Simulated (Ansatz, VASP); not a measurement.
## Sc: VASP beside Ansatz

```
CELL_PARAMETERS angstrom
-0.02270 2.27050 2.27050
2.27050 -0.02270 2.27050
2.24779 2.24779 0.00000
ATOMIC_POSITIONS crystal
Sc 0.00000 0.00000 0.00000
```

Change from the starting cell: xy shear strain of -2 %, crystal datasets.

Alike in both runs: task electric field gradients; functional PBE; k mesh 15 × 15 × 15; occupations fermi-dirac, width 0.03 eV; no spin polarisation.

|  | VASP | Ansatz |
| --- | --- | --- |
| version | VASP 6.6.1 | Ansatz 0.2.0 |
| potentials or method | VASP PAW PBE potentials, release 64 (Sc_sv), cutoff 520 eV | all-electron PAW with datasets made for the crystal, scalar-relativistic |

|  | VASP | Ansatz | Ansatz less VASP |
| --- | --- | --- | --- |
| pressure (GPa) | 2.9 | 2.9 | -0.03 |
| largest component of the traceless stress (GPa) | 0.74 | 0.74 | -0.006 |
| Vzz of the field gradient on the site that differs most (V/Å²) | 4.6 | 4.5 | -0.12 |

Ansatz ran all-electron here, so the differences hold the error of VASP's frozen core and of both bases.
